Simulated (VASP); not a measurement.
A run of VASP 6.6.1:

Contents of INCAR:

```
SYSTEM = Mg
PREC = Accurate ; ENCUT = 520
EDIFF = 1E-6 ; ISMEAR = 0
SIGMA = 0.05 ; LREAL = .False.
LASPH = .True. ; NELM = 80
ALGO = Normal ; ISIF = 2
LWAVE = .False. ; LCHARG = .False.
GGA = PE ; NBANDS = 7
```

File KPOINTS:

```
regular mesh
0
Gamma
  16 16 16
  0 0 0
```

POSCAR

```
Mg
1.0
   -1.7899568495      1.7899568495      1.7899568495
    1.7899568495     -1.7899568495      1.7899568495
    1.7899568495      1.7899568495     -1.7899568495
Mg
1
Direct
    0.0000000000      0.0000000000      0.0000000000
```

Potentials or basis: VASP PAW PBE potentials, release 64 (Mg).

Command:

```bash
$ cat potpaw_PBE.64/Mg/POTCAR > POTCAR
$ mpirun -np 1 vasp_std > vasp.out
```

Hardware: 1 thread of Intel(R) Xeon(R) Platinum 8488C (Sapphire Rapids) (shared host).

How long does it take, and how much memory?

Wall time 14 s on 1 thread of Intel(R) Xeon(R) Platinum 8488C (Sapphire Rapids), on a shared host, peak memory 0.14 GiB. Counts: scf iterations 9, k points 145.
